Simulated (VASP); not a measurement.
# Vibrations of TePb: a test of the settings

How far do the zone-centre frequencies of TePb depend on the numerical settings? The starting structure is a measured crystal structure from the Crystallography Open Database.

Method: Kohn-Sham DFT with plane waves and PAW; LDA, in VASP 6.6.1.

### 1. The structure

It takes space group Fm-3m (No. 225, cubic). The conventional cell has a = 6.462 Å, b = 6.462 Å, c = 6.462 Å, α = 90.00°, β = 90.00°, γ = 90.00°. Nearest to Pb lie 6 Te at 3.23 Å. Nearest to Te lie 6 Pb at 3.23 Å. Farther neighbours and most contacts between anions are not listed.

### 2. Reference modes

The cell comes from a relaxation at this level, not shown (65.09 Å³).

The input, INCAR:

```
SYSTEM = TePb
PREC = Accurate
ENCUT = 450
EDIFF = 1E-08
NELM = 100
ISMEAR = 0
SIGMA = 0.03
LREAL = .FALSE.
ALGO = Normal
GGA = CA
NBANDS = 16
LORBIT = 11
LWAVE = .FALSE.
LCHARG = .FALSE.
KPAR = 4
IBRION = 8
LEPSILON = .TRUE.
ISIF = 2
```

The input, POSCAR:

```
TePb
1.0
    0.0000000000      3.1926883479      3.1926883479
    3.1926883479      0.0000000000      3.1926883479
    3.1926883479      3.1926883479      0.0000000000
Pb Te
1 1
Direct
    0.0000000000      0.0000000000      0.0000000000
    0.5000000000      0.5000000000      0.5000000000
```

The input, KPOINTS:

```
Automatic mesh
0
Gamma
8 8 8
0 0 0
```

The projector-augmented-wave data sets are Pb_d and Te (LDA family, release 64).

Launch:

```sh
$ mpirun -np 4 vasp_std
```

The log of the run:

```text
[banner, memory and clock lines left out]
running    4 mpi-ranks, on    1 nodes
 distrk:  each k-point on    1 cores,    4 groups
 distr:  one band on    1 cores,    1 groups

 POSCAR found type information on POSCAR PbTe
 POSCAR found :  2 types and       2 ions
 LDA part: xc-table for (Slater(with rela. corr.)+CA(PZ))
 , standard interpolation
 POSCAR, INCAR and KPOINTS ok, starting setup
 FFT: planning ... GRIDC
 FFT: planning ... GRID_SOFT
 FFT: planning ... GRID
 WAVECAR not read
 entering main loop
       N       E                     dE             d eps       ncg     rms          rms(c)
DAV:   1     0.141864185654E+03    0.14186E+03   -0.85944E+03   928   0.110E+03
DAV:   2     0.625449623863E+00   -0.14124E+03   -0.13734E+03   976   0.297E+02
DAV:   3    -0.864975071098E+01   -0.92752E+01   -0.91979E+01  1224   0.824E+01
DAV:   4    -0.888398917937E+01   -0.23424E+00   -0.23420E+00  1192   0.154E+01
DAV:   5    -0.889106666774E+01   -0.70775E-02   -0.70773E-02  1320   0.220E+00    0.365E+00
DAV:   6    -0.878336724570E+01    0.10770E+00   -0.23958E-01  1336   0.376E+00    0.229E+00
DAV:   7    -0.877580062411E+01    0.75666E-02   -0.65974E-02  1232   0.137E+00    0.905E-01
DAV:   8    -0.877515174100E+01    0.64888E-03   -0.75306E-03  1168   0.866E-01    0.110E-01
DAV:   9    -0.877509026656E+01    0.61474E-04   -0.86718E-04  1424   0.286E-01    0.319E-02
DAV:  10    -0.877508618911E+01    0.40774E-05   -0.60465E-05  1192   0.624E-02    0.225E-02
DAV:  11    -0.877508739796E+01   -0.12089E-05   -0.10331E-05  1288   0.187E-02    0.740E-03
DAV:  12    -0.877508744388E+01   -0.45923E-07   -0.56038E-07  1192   0.903E-03    0.525E-03
DAV:  13    -0.877508742667E+01    0.17217E-07   -0.23933E-08  1088   0.141E-03    0.244E-03
DAV:  14    -0.877508741800E+01    0.86650E-08   -0.51085E-08  1208   0.195E-03
   1 F= -.87750874E+01 E0= -.87750874E+01  d E =-.907126E-16
 Linear response reoptimize wavefunctions to high precision
DAV:   1    -0.877508741835E+01   -0.34720E-09   -0.38770E-09  1064   0.346E-04
DAV:   2    -0.877508741837E+01   -0.17053E-10   -0.87951E-11   640   0.706E-05
 Linear response G [H, r] |phi>, progress :
  Direction:   1
       N       E                     dE             d eps       ncg     rms
RMM:   1    -0.841680084024E+02   -0.84168E+02    0.27871E+02  1357   0.121E+02
RMM:   2    -0.818268642879E+02    0.23411E+01   -0.14324E+01  1667   0.249E+01
RMM:   3    -0.823198484052E+02   -0.49298E+00   -0.16351E+00  1733   0.886E+00
RMM:   4    -0.823576423148E+02   -0.37794E-01   -0.32581E-01  1688   0.355E+00
RMM:   5    -0.823669994556E+02   -0.93571E-02   -0.47677E-02  1696   0.119E+00
RMM:   6    -0.823678543109E+02   -0.85486E-03   -0.64976E-03  1733   0.480E-01
RMM:   7    -0.823678271219E+02    0.27189E-04   -0.97467E-04  1729   0.175E-01
RMM:   8    -0.823678375007E+02   -0.10379E-04   -0.20637E-04  1805   0.844E-02
RMM:   9    -0.823678390936E+02   -0.15928E-05   -0.61994E-05  1785   0.302E-02
RMM:  10    -0.823678386038E+02    0.48973E-06   -0.13133E-05  1774   0.145E-02
RMM:  11    -0.823678390773E+02   -0.47351E-06   -0.74405E-05  1668   0.706E-03
RMM:  12    -0.823678384674E+02    0.60998E-06   -0.93659E-06  1609   0.486E-03
RMM:  13    -0.823678392099E+02   -0.74251E-06   -0.32222E-07  1514   0.337E-03
RMM:  14    -0.823678386234E+02    0.58648E-06   -0.35311E-05  1479   0.293E-03
RMM:  15    -0.823678390208E+02   -0.39737E-06    0.29713E-05  1409   0.271E-03
RMM:  16    -0.823678387809E+02    0.23985E-06    0.53864E-05  1326   0.259E-03
RMM:  17    -0.823678391112E+02   -0.33026E-06    0.10941E-05  1319   0.253E-03
RMM:  18    -0.823678387189E+02    0.39223E-06   -0.39918E-05  1277   0.253E-03
 Linear response G [H, r] |phi>, progress :
  Direction:   2
       N       E                     dE             d eps       ncg     rms
RMM:   1    -0.883226755174E+02   -0.88323E+02    0.17609E+02  1368   0.120E+02
RMM:   2    -0.101436306382E+03   -0.13114E+02   -0.14175E+01  1654   0.242E+01
RMM:   3    -0.101894929459E+03   -0.45862E+00   -0.13207E+00  1725   0.837E+00
RMM:   4    -0.101939723572E+03   -0.44794E-01   -0.25095E-01  1669   0.337E+00
RMM:   5    -0.101950212303E+03   -0.10489E-01   -0.41825E-02  1678   0.122E+00
RMM:   6    -0.101950209805E+03    0.24982E-05   -0.79682E-03  1717   0.545E-01
RMM:   7    -0.101950206479E+03    0.33262E-05   -0.13151E-03  1733   0.214E-01
RMM:   8    -0.101950227318E+03   -0.20839E-04   -0.24609E-04  1802   0.869E-02
RMM:   9    -0.101950224503E+03    0.28149E-05   -0.43735E-05  1796   0.312E-02
RMM:  10    -0.101950224349E+03    0.15433E-06    0.11183E-05  1771   0.152E-02
RMM:  11    -0.101950224325E+03    0.23899E-07    0.32608E-05  1654   0.661E-03
RMM:  12    -0.101950224169E+03    0.15661E-06    0.87888E-05  1606   0.378E-03
RMM:  13    -0.101950224424E+03   -0.25537E-06   -0.10198E-05  1509   0.250E-03
RMM:  14    -0.101950224276E+03    0.14828E-06    0.10328E-04  1430   0.182E-03
RMM:  15    -0.101950224246E+03    0.29890E-07    0.63216E-05  1373   0.154E-03
RMM:  16    -0.101950222804E+03    0.14415E-05   -0.19096E-04  1306   0.144E-03
RMM:  17    -0.101950224543E+03   -0.17388E-05   -0.79725E-05  1265   0.139E-03
RMM:  18    -0.101950224159E+03    0.38372E-06   -0.66351E-05  1226   0.136E-03
RMM:  19    -0.101950224057E+03    0.10237E-06   -0.52415E-05  1212   0.136E-03
 Linear response G [H, r] |phi>, progress :
[...]
Linear response to external field, progress :
  Direction:   2
       N       E                     dE             d eps       ncg     rms          rms(c)
RMM:   1    -0.572162518578E+01   -0.57216E+01   -0.39305E+01  3197   0.558E+00
RMM:   2    -0.637127573522E+01   -0.64965E+00   -0.11125E-01  3313   0.183E+00    0.365E+00
RMM:   3    -0.625809330563E+01    0.11318E+00   -0.11644E-01  3019   0.239E+00    0.203E+00
RMM:   4    -0.638034061184E+01   -0.12225E+00   -0.14251E-01  3303   0.235E+00    0.285E-01
RMM:   5    -0.641447010340E+01   -0.34129E-01   -0.12136E-02  3443   0.801E-01    0.699E-02
RMM:   6    -0.642136191044E+01   -0.68918E-02   -0.13306E-03  3441   0.269E-01    0.356E-02
RMM:   7    -0.642365423084E+01   -0.22923E-02   -0.31132E-04  3408   0.115E-01    0.173E-02
RMM:   8    -0.642385807530E+01   -0.20384E-03   -0.44821E-05  3449   0.463E-02    0.131E-02
RMM:   9    -0.642389596689E+01   -0.37892E-04   -0.67525E-06  3394   0.215E-02    0.669E-03
RMM:  10    -0.642391424379E+01   -0.18277E-04    0.55101E-07  3426   0.101E-02    0.885E-04
RMM:  11    -0.642389941951E+01    0.14824E-04    0.85765E-06  3666   0.355E-03    0.197E-04
RMM:  12    -0.642390219813E+01   -0.27786E-05   -0.22045E-06  3529   0.132E-03    0.113E-04
RMM:  13    -0.642390087003E+01    0.13281E-05    0.53692E-07  3050   0.533E-04    0.578E-05
RMM:  14    -0.642390327146E+01   -0.24014E-05   -0.54685E-07  2661   0.244E-04    0.239E-05
RMM:  15    -0.642390352584E+01   -0.25438E-06   -0.10670E-06  1657   0.114E-04    0.107E-05
RMM:  16    -0.642390381871E+01   -0.29287E-06   -0.42531E-08  1469   0.730E-05    0.148E-05
RMM:  17    -0.642390378411E+01    0.34600E-07   -0.19813E-07  1065   0.500E-05    0.153E-06
 change of polarisation eV/A/(eV/A) component  2 :     2.288    12.324    -0.501
 dielectric tensor                  component  2 :     6.360    35.262    -1.393
 Linear response to external field, progress :
  Direction:   3
       N       E                     dE             d eps       ncg     rms          rms(c)
RMM:   1    -0.572163578611E+01   -0.57216E+01   -0.39305E+01  3196   0.558E+00
RMM:   2    -0.637128759487E+01   -0.64965E+00   -0.11123E-01  3317   0.183E+00    0.365E+00
RMM:   3    -0.625810170164E+01    0.11319E+00   -0.11644E-01  3018   0.239E+00    0.203E+00
RMM:   4    -0.638036537234E+01   -0.12226E+00   -0.14256E-01  3301   0.235E+00    0.285E-01
RMM:   5    -0.641446957424E+01   -0.34104E-01   -0.12113E-02  3439   0.800E-01    0.699E-02
RMM:   6    -0.642137662552E+01   -0.69071E-02   -0.13186E-03  3435   0.268E-01    0.356E-02
RMM:   7    -0.642366456448E+01   -0.22879E-02   -0.30767E-04  3415   0.115E-01    0.177E-02
RMM:   8    -0.642386586708E+01   -0.20130E-03   -0.41051E-05  3443   0.450E-02    0.126E-02
RMM:   9    -0.642392119697E+01   -0.55330E-04   -0.76544E-06  3375   0.224E-02    0.539E-03
RMM:  10    -0.642392190368E+01   -0.70670E-06   -0.91984E-07  3392   0.116E-02    0.210E-03
RMM:  11    -0.642391360686E+01    0.82968E-05    0.20422E-06  3658   0.392E-03    0.141E-04
RMM:  12    -0.642391608845E+01   -0.24816E-05    0.32332E-06  3554   0.147E-03    0.176E-04
RMM:  13    -0.642391382486E+01    0.22636E-05    0.99062E-07  3163   0.576E-04    0.662E-05
RMM:  14    -0.642391573894E+01   -0.19141E-05    0.60615E-07  2694   0.257E-04    0.127E-05
RMM:  15    -0.642391587895E+01   -0.14001E-06   -0.10403E-06  1856   0.132E-04    0.194E-05
RMM:  16    -0.642391599982E+01   -0.12087E-06   -0.38508E-07  1365   0.711E-05    0.544E-06
 change of polarisation eV/A/(eV/A) component  3 :    -0.124     0.636    12.324
 dielectric tensor                  component  3 :    -0.346     1.769    35.262
 Linear response DOF=           2
 Linear response progress:
  Degree of freedom:   1/  2
       N       E                     dE             d eps       ncg     rms          rms(c)
RMM:   1    -0.335621638667E+00   -0.33562E+00   -0.22320E-01  2622   0.504E+00
RMM:   2    -0.337349259638E+00   -0.17276E-02   -0.68711E-03  2983   0.767E-01    0.632E-02
RMM:   3    -0.337204194075E+00    0.14507E-03   -0.75676E-04  3294   0.223E-01    0.356E-02
RMM:   4    -0.336942356697E+00    0.26184E-03   -0.69241E-05  3205   0.759E-02    0.407E-03
RMM:   5    -0.336936404760E+00    0.59519E-05   -0.99729E-06  3310   0.243E-02    0.159E-03
RMM:   6    -0.336941492023E+00   -0.50873E-05   -0.17550E-06  3339   0.967E-03    0.732E-04
RMM:   7    -0.336939964362E+00    0.15277E-05   -0.19654E-07  3327   0.306E-03    0.394E-04
RMM:   8    -0.336940544497E+00   -0.58013E-06   -0.50569E-08  3365   0.130E-03    0.279E-05
RMM:   9    -0.336940542216E+00    0.22806E-08   -0.12078E-08  3442   0.523E-04    0.395E-05
 first order change of Fermi-energy  -0.12073E-01
 force on displaced ion       1 direction 1 :  -0.567   0.000   0.000
 Born effective charge ion    1 direction 1 :   5.873   0.000   0.000
 Linear response progress:
  Degree of freedom:   2/  2
       N       E                     dE             d eps       ncg     rms          rms(c)
RMM:   1    -0.508902905218E-01   -0.50890E-01    0.41738E-02  3935   0.927E-01
RMM:   2    -0.491458060101E-01    0.17445E-02   -0.93596E-04  3350   0.312E-01    0.547E-02
RMM:   3    -0.495903644216E-01   -0.44456E-03   -0.83558E-04  3610   0.140E-01    0.516E-02
RMM:   4    -0.497352264388E-01   -0.14486E-03   -0.43189E-05  3401   0.433E-02    0.262E-02
RMM:   5    -0.498620599203E-01   -0.12683E-03   -0.12106E-05  3458   0.233E-02    0.362E-03
RMM:   6    -0.498614434280E-01    0.61649E-06   -0.78985E-07  3516   0.737E-03    0.144E-03
RMM:   7    -0.498589040656E-01    0.25394E-05   -0.14210E-07  3393   0.253E-03    0.434E-04
RMM:   8    -0.498592892926E-01   -0.38523E-06   -0.17872E-08  3515   0.890E-04    0.381E-04
RMM:   9    -0.498593516041E-01   -0.62312E-07   -0.26102E-09  3660   0.351E-04    0.315E-04
RMM:  10    -0.498588735310E-01    0.47807E-06   -0.16939E-09  3509   0.136E-04    0.125E-04
RMM:  11    -0.498590233605E-01   -0.14983E-06   -0.44017E-09  3467   0.576E-05    0.357E-05
RMM:  12    -0.498590404722E-01   -0.17112E-07   -0.29548E-09  3751   0.255E-05    0.698E-06
RMM:  13    -0.498590574899E-01   -0.17018E-07    0.30654E-09  3381   0.126E-05    0.333E-06
RMM:  14    -0.498590559026E-01    0.15873E-08    0.10495E-09  2166   0.794E-06    0.330E-07
 first order change of Fermi-energy   0.12113E-01
 force on displaced ion       2 direction 1 :  -0.556   0.000   0.000
 Born effective charge ion    2 direction 1 :  -5.945   0.000   0.000
 Born effective charges drift removed
 Linear response finished
```

The job ended after 54 s (4 MPI ranks of Intel Xeon 6975P-C (Granite Rapids), shared host; peak memory 1.2 GiB; 3.5 min of CPU time).

The logs omit lines about the potential files and the build; timing stands in the text.

OUTCAR, selected parts (step 2):

```text
ion  position               nearest neighbor table
   1  0.000  0.000  0.000-   2 3.19   2 3.19   2 3.19   2 3.19   2 3.19   2 3.19
   2  0.500  0.500  0.500-   1 3.19   1 3.19   1 3.19   1 3.19   1 3.19   1 3.19

  LATTYP: Found a face centered cubic cell.
 ALAT       =     6.3853766958

 Subroutine GETGRP returns: Found 48 space group operations
 (whereof 48 operations were pure point group operations)

The static configuration has the point symmetry O_h .

 Found     29 irreducible k-points:

   k-points           NKPTS =     29   k-points in BZ     NKDIM =     29   number of bands    NBANDS=     16

   dimension x,y,z NGX =    32 NGY =   32 NGZ =   32
   dimension x,y,z NGXF=    64 NGYF=   64 NGZF=   64

   ENCUT  =  450.0 eV  33.07 Ry    5.75 a.u.   7.81  7.81  7.81*2*pi/ulx,y,z

   NELECT =      20.0000    total number of electrons

 k-points in reciprocal lattice and weights: Automatic mesh
   0.00000000  0.00000000  0.00000000       0.002
   0.12500000  0.00000000  0.00000000       0.016
   0.25000000  0.00000000  0.00000000       0.016
   0.37500000  0.00000000  0.00000000       0.016
   0.50000000  0.00000000  0.00000000       0.008
   0.12500000  0.12500000  0.00000000       0.012
   0.25000000  0.12500000  0.00000000       0.047
   0.37500000  0.12500000  0.00000000       0.047
   0.50000000  0.12500000  0.00000000       0.047
[...]
-0.37500000  0.50000000  0.12500000       0.023
  -0.25000000  0.50000000  0.25000000       0.012

 average (electrostatic) potential at core
       1 -91.3263       2 -88.8124

  Total        0.0015012      0.0015012      0.0015012     -0.0000000     -0.0000000      0.0000000
  in kB        0.0369526      0.0369526      0.0369526     -0.0000000     -0.0000000      0.0000000
  external PRESSURE =       0.0369526 kB  Pullay stress =       0.0000000 kB

  energy-cutoff  :      450.00
  volume of cell :       65.09
      direct lattice vectors                 reciprocal lattice vectors
     0.000000000  3.192688348  3.192688348    -0.156607832  0.156607832  0.156607832
     3.192688348  0.000000000  3.192688348     0.156607832 -0.156607832  0.156607832
     3.192688348  3.192688348  0.000000000     0.156607832  0.156607832 -0.156607832

 POSITION                                       TOTAL-FORCE (eV/Angst)
 -----------------------------------------------------------------------------------
      0.00000      0.00000      0.00000        -0.000000     -0.000000     -0.000000
      3.19269      3.19269      3.19269         0.000000      0.000000      0.000000
 -----------------------------------------------------------------------------------
    total drift:                                0.000000     -0.000000     -0.000000

 MACROSCOPIC STATIC DIELECTRIC TENSOR (including local field effects in DFT)
 ------------------------------------------------------
          35.261810    -0.000000    -0.000000
           0.000000    35.261810     0.000000
           0.000000    -0.000000    35.261810
 ------------------------------------------------------

 PIEZOELECTRIC TENSOR (including local field effects)  for field in x, y, z        (C/m^2)
          XX          YY          ZZ          XY          YZ          ZX
  --------------------------------------------------------------------------------
  x     0.00000     0.00000     0.00000     0.00000     0.00000     0.00000
  y     0.00000     0.00000     0.00000     0.00000     0.00000     0.00000
  z     0.00000     0.00000     0.00000     0.00000     0.00000     0.00000

 BORN EFFECTIVE CHARGES (including local field effects) (in |e|, cummulative output)
 ---------------------------------------------------------------------------------
 ion    1
    1     5.90889     0.00000     0.00000
    2     0.00000     5.90889     0.00000
    3     0.00000     0.00000     5.90889
 ion    2
    1    -5.90889     0.00000     0.00000
    2     0.00000    -5.90889     0.00000
    3     0.00000     0.00000    -5.90889

 Eigenvectors and eigenvalues of the dynamical matrix
 ----------------------------------------------------

   1 f  =    1.316621 THz     8.272574 2PiTHz   43.917750 cm-1     5.445105 meV
             X         Y         Z           dx          dy          dz
      0.000000  0.000000  0.000000     0.000000    0.000000   -0.621074
      3.192688  3.192688  3.192688     0.000000    0.000000    0.783752

   2 f  =    1.316621 THz     8.272574 2PiTHz   43.917750 cm-1     5.445105 meV
             X         Y         Z           dx          dy          dz
      0.000000  0.000000  0.000000    -0.621074   -0.000000   -0.000000
      3.192688  3.192688  3.192688     0.783752   -0.000000   -0.000000

   3 f  =    1.316621 THz     8.272574 2PiTHz   43.917750 cm-1     5.445105 meV
             X         Y         Z           dx          dy          dz
      0.000000  0.000000  0.000000     0.000000    0.621074    0.000000
      3.192688  3.192688  3.192688    -0.000000   -0.783752    0.000000

   4 f/i=    0.006241 THz     0.039212 2PiTHz    0.208170 cm-1     0.025810 meV
             X         Y         Z           dx          dy          dz
      0.000000  0.000000  0.000000     0.779800   -0.069698    0.036350
      3.192688  3.192688  3.192688     0.617942   -0.055231    0.028805

   5 f/i=    0.006241 THz     0.039212 2PiTHz    0.208170 cm-1     0.025810 meV
             X         Y         Z           dx          dy          dz
      0.000000  0.000000  0.000000     0.078286    0.721332   -0.296343
      3.192688  3.192688  3.192688     0.062037    0.571609   -0.234833

   6 f/i=    0.006241 THz     0.039212 2PiTHz    0.208170 cm-1     0.025810 meV
             X         Y         Z           dx          dy          dz
      0.000000  0.000000  0.000000     0.007102   -0.298480   -0.724656
      3.192688  3.192688  3.192688     0.005628   -0.236526   -0.574244

 MACROSCOPIC STATIC DIELECTRIC TENSOR IONIC CONTRIBUTION
 ------------------------------------------------------
         172.896485     0.000000     0.000000
           0.000000   172.896485     0.000000
           0.000000     0.000000   172.896485
 ------------------------------------------------------

 ELASTIC MODULI CONTR FROM IONIC RELAXATION (kBar)
 Direction    XX          YY          ZZ          XY          YZ          ZX
 --------------------------------------------------------------------------------
 XX           0.0000      0.0000      0.0000      0.0000      0.0000      0.0000
 YY           0.0000      0.0000      0.0000      0.0000      0.0000      0.0000
 ZZ           0.0000      0.0000      0.0000      0.0000      0.0000      0.0000
 XY           0.0000      0.0000      0.0000      0.0000      0.0000      0.0000
 YZ           0.0000      0.0000      0.0000      0.0000      0.0000      0.0000
 ZX           0.0000      0.0000      0.0000      0.0000      0.0000      0.0000
 --------------------------------------------------------------------------------

 PIEZOELECTRIC TENSOR IONIC CONTR  for field in x, y, z        (C/m^2)
          XX          YY          ZZ          XY          YZ          ZX
  --------------------------------------------------------------------------------
  x     0.00000     0.00000     0.00000     0.00000     0.00000     0.00000
  y     0.00000     0.00000     0.00000     0.00000     0.00000     0.00000
  z     0.00000     0.00000     0.00000     0.00000     0.00000     0.00000
```

Energies printed during the response cycles are not total energies of the cell.

Reference: the zone-centre mode is T1u 43.9 cm⁻¹.

[end of part 1 of 2]

[Lines on the potential files, build, host, timing and source positions are cut from VASP's logs without a mark.]

[Logs are printed without paths, hosts, clocks, repeated set-up lines and the standing remarks that a program may print on its own settings, such as how far it seeks lower states.]

[Hosts, paths, dates, database ids (printed as entryN), source tags and the programs' standing remarks are cut or masked in the printed files.]
